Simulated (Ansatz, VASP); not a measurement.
# InSb3: VASP beside Ansatz

INCAR

```
SYSTEM = InSb3
ALGO     = Normal         ! electronic algorithm
EDIFF    = 1E-7           ! SCF threshold, eV
EDIFFG   = -0.005         ! ionic threshold
ENCUT    = 600            ! plane-wave cutoff, eV
GGA      = PE             ! functional
IBRION   = 2              ! ionic algorithm
ISIF     = 3              ! what is computed and relaxed
ISMEAR   = 0              ! smearing method
LASPH    = .TRUE.         ! aspherical terms in the spheres
LCHARG   = .FALSE.        ! write CHGCAR
LREAL    = .FALSE.        ! projectors in reciprocal space
LWAVE    = .FALSE.        ! write WAVECAR
NELM     = 100            ! most SCF steps
NSW      = 70             ! ionic steps
PREC     = Accurate       ! precision mode
SIGMA    = 0.1            ! smearing width, eV
```

File KPOINTS:

```
k-points
0
G
  10 10 10
  0 0 0
```

The input POSCAR:

```
InSb3
1.0
    0.0000000000      3.7279225309      3.7279225309
    3.7279225309      0.0000000000      3.7279225309
    3.7279225309      3.7279225309      0.0000000000
In Sb
1 3
Direct
    0.0000000000      0.0000000000      0.0000000000
    0.2500000000      0.2500000000      0.2500000000
    0.7500000000      0.7500000000      0.7500000000
    0.5000000000      0.5000000000      0.5000000000
```

Input for Ansatz:

```yaml
crystal:
  lattice:
    - [0.0, 3.7279225309, 3.7279225309]
    - [3.7279225309, 0.0, 3.7279225309]
    - [3.7279225309, 3.7279225309, 0.0]
  atoms:
    - { symbol: In, position: [0.0, 0.0, 0.0] }
    - { symbol: Sb, position: [0.25, 0.25, 0.25] }
    - { symbol: Sb, position: [0.75, 0.75, 0.75] }
    - { symbol: Sb, position: [0.5, 0.5, 0.5] }
basis:
  ecutwfc: 420
kpoints:
  mp_grid: { grid: [10, 10, 10] }
hamiltonian:
  xc: pbe
scf:
  occupations: { method: gaussian, width: 0.1 }
  initial_density: { chi_scale: 0.0 }
output:
  forces: true
  eigenvalues: true
  stress: true
relax:
  adjacent_minimum: "off"
  f_tol: 0.005
  max_steps: 50
  cell: { stress_tol: 0.05 }
  max_displacement: 0.3
```

The cell comes from a database or a generator and needn't be the stable form of this composition.

Alike in both runs: task relaxation of cell and atoms; functional PBE; k mesh 10 × 10 × 10; occupations gaussian, width 0.1 eV; no spin polarisation.

```csv
,VASP,Ansatz
version,VASP 6.6.1,Ansatz 0.2.0
potentials or method,"VASP PAW PBE potentials, release 64 (In_d, Sb)","scalar-relativistic, plane waves, PAW"
plane-wave cutoff (eV),600,420
valence electrons in the cell,28,58
```

|  | VASP | Ansatz | Ansatz less VASP |
| --- | --- | --- | --- |
| gap on the k mesh at the Fermi level, each at its own relaxed structure (eV) | none | none | - |
| relaxed volume (Å³/atom) | 27.20 | 27.25 | +0.049 |
| relaxed cell length with the largest relative difference (Å) | 5.358 | 5.362 | +0.0032 |
| energy change over the relaxation (meV/atom) | -11 | -12 | -0.7 |

A gap of «none» marks a metal or a gap that the smearing closes. The two sets of potentials don't hold the same shells in valence.

Caveats: the bands computed are all filled at some k points, so no gap is given. Spin-orbit coupling is left out, which matters for the levels of Sb.
